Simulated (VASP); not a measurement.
A VASP 6.6.1 single-point calculation on Si

INCAR

```
IBRION = -1
LCHARG = .FALSE.
LREAL = .FALSE.
NBANDS = 11
SIGMA = 0.02
ISIF = 2
NELM = 120
ISMEAR = -1
LWAVE = .FALSE.
LASPH = .TRUE.
GGA = CA
NSW = 0
EDIFF = 1E-7
ENCUT = 520
ALGO = Fast
PREC = Accurate
```

KPOINTS

```
KPOINTS created by Atomic Simulation Environment
0
Gamma
6 6 6
0 0 0
```

POSCAR

```
Si
 1.0000000000000000
     0.0114000000000000    2.7195999999999998    2.6692999999999998
     2.8275000000000001   -0.0392000000000000    2.7199000000000000
     2.7780000000000000    2.7206999999999999    0.0103000000000000
 Si
   2
Cartesian
  2.7661813500000001  5.3582795000000001  2.6786009499999999
  1.3476262500000000  1.3065368899999998  1.4625169100000002
```

The recommended LDA PAW datasets give the neutral cell 8 valence electrons.

Command

```
mpirun -np 1 vasp_std
```

Task: Predict the outcome of this run.

Result: It converged. Results: gap between bands v and c on the k mesh -0.35 eV (bands overlap: a metal); least direct gap on the k mesh 1.60 eV; pressure -3.4 GPa; largest force 1.71 eV/Å. Band v is the last that the valence electrons fill when counted band by band, and c is the next.

OSZICAR

```
N       E                     dE             d eps       ncg     rms          rms(c)
DAV:   1     0.518137335919E+01    0.51814E+01   -0.31782E+03  2475   0.561E+02
DAV:   2    -0.114279653848E+02   -0.16609E+02   -0.15978E+02  3207   0.831E+01
DAV:   3    -0.119977604615E+02   -0.56980E+00   -0.56694E+00  3133   0.129E+01
DAV:   4    -0.120025962649E+02   -0.48358E-02   -0.48350E-02  3013   0.152E+00
DAV:   5    -0.120026469701E+02   -0.50705E-04   -0.50705E-04  3182   0.143E-01    0.487E+00
RMM:   6    -0.118298048279E+02    0.17284E+00   -0.51191E-02  2483   0.103E+00    0.291E+00
RMM:   7    -0.117513750793E+02    0.78430E-01   -0.99958E-02  2747   0.152E+00    0.242E-01
RMM:   8    -0.117516497196E+02   -0.27464E-03   -0.57510E-03  2809   0.499E-01    0.844E-02
RMM:   9    -0.117517641980E+02   -0.11448E-03   -0.92122E-04  2993   0.205E-01    0.844E-02
RMM:  10    -0.117517966748E+02   -0.32477E-04   -0.14920E-04  2872   0.872E-02    0.249E-02
RMM:  11    -0.117517883408E+02    0.83340E-05   -0.51076E-05  2983   0.494E-02    0.922E-03
RMM:  12    -0.117517895861E+02   -0.12453E-05   -0.12123E-05  3084   0.253E-02    0.909E-03
RMM:  13    -0.117517897818E+02   -0.19572E-06   -0.19238E-06  3027   0.103E-02    0.269E-03
RMM:  14    -0.117517898511E+02   -0.69317E-07   -0.57792E-07  2628   0.535E-03
   1 F= -.11751790E+02 E0= -.11751777E+02  d E =-.254373E-04
```

For comparison, a separate LDA run of the intended cell, on usual settings and not on those above, gives a gap of -0.35 eV on its mesh and a pressure of -3.3 GPa.
